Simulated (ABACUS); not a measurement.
# SrCl2 (Fm-3m) in ABACUS: reference runs, part 2 of 2

ABACUS 3.10.1. The steps go on from the part before.

### Step 3. Single point, PBEsol (atoms moved at random, drawn with an rms of 0.05 Å)

File INPUT:

```
INPUT_PARAMETERS
suffix              SrCl2
calculation         scf
basis_type          pw
pseudo_dir          ./
symmetry            1
dft_functional      pbesol
ecutwfc             68
pseudo_rcut         7
nspin               1
nbands              16
ks_solver           dav
smearing_method     fd
smearing_sigma      0.00367493
scf_thr             1e-08
scf_nmax            100
mixing_type         broyden
mixing_beta         0.7
cal_force           1
cal_stress          1
out_chg             1
out_pot             2
out_elf             1
```

File STRU:

```
ATOMIC_SPECIES
Sr 87.6200 Sr.upf
Cl 35.4500 Cl.upf

LATTICE_CONSTANT
1.8897261246

LATTICE_VECTORS
0.0000000000 3.4883500000 3.4883500000
3.4883500000 0.0000000000 3.4883500000
3.4883500000 3.4883500000 0.0000000000

ATOMIC_POSITIONS
Direct

Sr
0.0
1
-0.0097240000 -0.0002240000 -0.0007080000 1 1 1

Cl
0.0
2
0.7494120000 0.7559290000 0.7488050000 1 1 1
0.2603750000 0.2503140000 0.2444680000 1 1 1
```

File KPT:

```
K_POINTS
0
Gamma
7 7 7 0 0 0
```

Potentials or basis: PseudoDojo NC SR 0.4.1 PBEsol standard, plane waves.

Launch:

```console
$ OMP_NUM_THREADS=1 mpirun -np 4 abacus > log
```

running log:

```text
ABACUS v3.10.1

               Atomic-orbital Based Ab-initio Computation at UStc

 ------------------------------------------------------------------------------------

 READING GENERAL INFORMATION
                           global_out_dir = OUT.SrCl2/
                           global_in_card = INPUT
                               pseudo_dir = ./
                              orbital_dir =
                                    DSIZE = 4
                                    GSIZE = 1

 READING UNITCELL INFORMATION
                                    ntype = 2
                  lattice constant (Bohr) = 1.88973
              lattice constant (Angstrom) = 1

 READING ATOM TYPE 1
                               atom label = Sr
                      L=0, number of zeta = 1
                      L=1, number of zeta = 1
                      L=2, number of zeta = 1
             number of atom for this type = 1

 READING ATOM TYPE 2
                               atom label = Cl
                      L=0, number of zeta = 1
                      L=1, number of zeta = 1
                      L=2, number of zeta = 1
             number of atom for this type = 2

                        TOTAL ATOM NUMBER = 3
DIRECT COORDINATES
    atom                   x                   y                   z     mag                  vx                  vy                  vz
taud_Sr1            0.9902760000        0.9997760000        0.9992920000  0.0000        0.0000000000        0.0000000000        0.0000000000
taud_Cl1            0.7494120000        0.7559290000        0.7488050000  0.0000        0.0000000000        0.0000000000        0.0000000000
taud_Cl2            0.2603750000        0.2503140000        0.2444680000  0.0000        0.0000000000        0.0000000000        0.0000000000

                          Volume (Bohr^3) = 572.91
                             Volume (A^3) = 84.8965

 Lattice vectors: (Cartesian coordinate: in unit of a_0)
                   +0            +3.48835            +3.48835
             +3.48835                  +0            +3.48835
             +3.48835            +3.48835                  +0
 Reciprocal vectors: (Cartesian coordinate: in unit of 2 pi/a_0)
            -0.143334           +0.143334           +0.143334
            +0.143334           -0.143334           +0.143334
            +0.143334           +0.143334           -0.143334
 The esolver type has been set to : ksdft_pw

                PAO radial cut off (Bohr) = 7

 Read in pseudopotential file is Sr.upf
                     pseudopotential type = NC
          exchange-correlation functional = PBESOL
                 nonlocal core correction = 1
                        valence electrons = 10
                                     lmax = 2
                           number of zeta = 3
[... 7 lines left out ...]
                PAO radial cut off (Bohr) = 7

 Read in pseudopotential file is Cl.upf
                     pseudopotential type = NC
          exchange-correlation functional = PBESOL
                 nonlocal core correction = 1
                        valence electrons = 7
                                     lmax = 2
                           number of zeta = 2
                     number of projectors = 6
                           L of projector = 0
                           L of projector = 0
                           L of projector = 1
                           L of projector = 1
                           L of projector = 2
                           L of projector = 2
     initial pseudo atomic orbital number = 13

 SETUP THE ELECTRONS NUMBER
            electron number of element Sr = 10
      total electron number of element Sr = 10
            electron number of element Cl = 7
      total electron number of element Cl = 14
            AUTOSET number of electrons:  = 24
                           occupied bands = 12
                                   NBANDS = 16
                                   NLOCAL = 27

%%%%%%%%%%%%%%%%%%%%%%%%%%%%%%%%%%%%%%%%%%%%%%%%%%%%%%%%%%%%%%%%%%%%%%%%%%%%%%%%%%%%%%%%%%%%%%%%%%%%%%%%%%
[... 126 lines left out ...]

 SETUP PLANE WAVES FOR WAVE FUNCTIONS
     energy cutoff for wavefunc (unit:Ry) = 68
              fft grid for wave functions = [ 50, 50, 50 ]
                    number of plane waves = 6855
                         number of sticks = 475

 PARALLEL PW FOR WAVE FUNCTIONS
     PROC   COLUMNS(POT)             PW
        1            119           1715
        2            118           1712
        3            119           1714
        4            119           1714
 --------------- sum -------------------
        4            475           6855

 SETUP NONLOCAL PSEUDOPOTENTIALS IN PLANE WAVE BASIS
 Sr non-local projectors:
 projector 1 L=0
 projector 2 L=0
 projector 3 L=1
 projector 4 L=1
 projector 5 L=2
 projector 6 L=2
 Cl non-local projectors:
 projector 1 L=0
 projector 2 L=0
 projector 3 L=1
 projector 4 L=1
 projector 5 L=2
 projector 6 L=2
      TOTAL NUMBER OF NONLOCAL PROJECTORS = 54

 Init Non-Local PseudoPotential table :
 Init Non-Local-Pseudopotential done.

                                     npwx = 1398

 Make real space PAO into reciprocal space.
       max mesh points in Pseudopotential = 701
     dq(describe PAO in reciprocal space) = 0.01
                                    max q = 994

 number of pseudo atomic orbitals for Sr is 3
WARNING: norm of atomic wavefunction # 3 of atomic type Sr is 0.96965, renormalized

 number of pseudo atomic orbitals for Cl is 2
WARNING: norm of atomic wavefunction # 2 of atomic type Cl is 0.999908, renormalized

 -------------------------------------------
 SELF-CONSISTENT
 -------------------------------------------
                                 init_chg = atomic

 PW ALGORITHM --------------- ION=   1  ELEC=   1--------------------------------
 Notice: Threshold on eigenvalues was too large.
 hsover_error=0.24 > DRHO=0.0983943
 Origin diag ethr = 0.01
 New diag ethr = 0.000409976

 Density error is 0.0871008375576
                          Error Threshold = 0.000409976152156
----------------------------------------------------------
     Energy           Rydberg                 eV
----------------------------------------------------------
 E_KohnSham     -134.3644843935      -1828.1225965838
 E_Harris       -133.6515446756      -1818.4225540894
 E_Fermi        0.4793166262         6.5214372621
----------------------------------------------------------
[... 63 lines left out ...]
 Density error is 8.15056116125e-09
                          Error Threshold = 8.32973298423e-10
----------------------------------------------------------
     Energy           Rydberg                 eV
----------------------------------------------------------
 E_KohnSham     -134.3867622204      -1828.4257019684
 E_KS(sigma->0) -134.3867622204      -1828.4257019684
 E_Harris       -134.3868180587      -1828.4264616873
 E_band         -10.8406584216       -147.4947246049
 E_one_elec     -29.1887479882       -397.1332901251
 E_Hartree      23.2695243269        316.5981205957
 E_xc           -34.5060312585       -469.4786404822
 E_Ewald        -93.9615073006       -1278.4118919568
 E_entropy(-TS) -0.0000000000        -0.0000000000
 E_descf        0.0000000000         0.0000000000
 E_exx          0.0000000000         0.0000000000
 E_Fermi        0.4927662459         6.7044287264
----------------------------------------------------------

 charge density convergence is achieved
 final etot is -1828.425702 eV
 EFERMI = 6.7044287264 eV
The vacuum level is 8.5431354619 eV

 STATE ENERGY(eV) AND OCCUPATIONS    NSPIN == 1
 1/172 kpoint (Cartesian) = 0.0000 0.0000 0.0000 (1380 pws)
       1       -29.6863     0.00583090
       2       -11.7047     0.00583090
       3       -11.7008     0.00583090
       4       -11.6996     0.00583090
       5       -10.2156     0.00583090
       6       -9.35458     0.00583090
[... 8 lines left out ...]
      15        9.07016    1.64897e-23
      16        11.8174    2.26517e-47
[... 76 lines left out ...]
       3       -11.7077      0.0116618
       4       -11.7071      0.0116618
       5       -10.0513      0.0116618
       6       -9.41540      0.0116618
[... 8 lines left out ...]
      15        9.28531    4.46184e-25
      16        11.3223    9.03894e-43

[... levels at 166 further k points ...]

------------------------------------------------------------------------------------------
 TOTAL-FORCE (eV/Angstrom)
------------------------------------------------------------------------------------------
                       Sr1        -0.0053030657         0.1126657096         0.1590059668
                       Cl1        -0.0772854918        -0.0115006579        -0.0426829161
                       Cl2         0.0825885575        -0.1011650517        -0.1163230507
------------------------------------------------------------------------------------------

----------------------------------------------------------------
 TOTAL-STRESS (KBAR)
----------------------------------------------------------------
        -9.8950728140        -0.7385334310        -0.8952123199
        -0.7385334310       -10.0470497082         1.9712363307
        -0.8952123199         1.9712363307       -10.1773353962
----------------------------------------------------------------
 TOTAL-PRESSURE: -10.039819 KBAR

 --------------------------------------------
 !FINAL_ETOT_IS -1828.4257019684364423 eV
 --------------------------------------------
```

It took 2.5 min on 4 MPI ranks of Intel Xeon Platinum 8259CL at 2.50GHz (Skylake/Cascade Lake), shared host; peak memory 0.56 GiB.

Results:

| Quantity | Value |
| --- | --- |
| Free energy | -1828.4257 eV |
| Pressure | -1.0 GPa |
| Largest force | 0.195 eV/Å |
| Band gap on the k mesh | 5.17 eV, indirect (least direct gap 5.48 eV) |

Forces in eV/Å, atoms in the order of the input:
```
Sr  -0.005  0.113  0.159
Cl  -0.077 -0.012 -0.043
Cl   0.083 -0.101 -0.116
```

Stress tensor (GPa, compression positive):
```
-0.99 -0.07 -0.09
-0.07 -1.00  0.20
-0.09  0.20 -1.02
```

Levels at points of the mesh, in eV from the valence-band top:
```csv
k point,band 10,band 11,band 12,band 13,band 14,band 15
"(0.00, 0.00, 0.00)",-0.32,-0.31,-0.31,5.17,6.01,6.03
```

Caveat: an odd mesh through Γ misses points on the zone boundary, where band edges often lie.
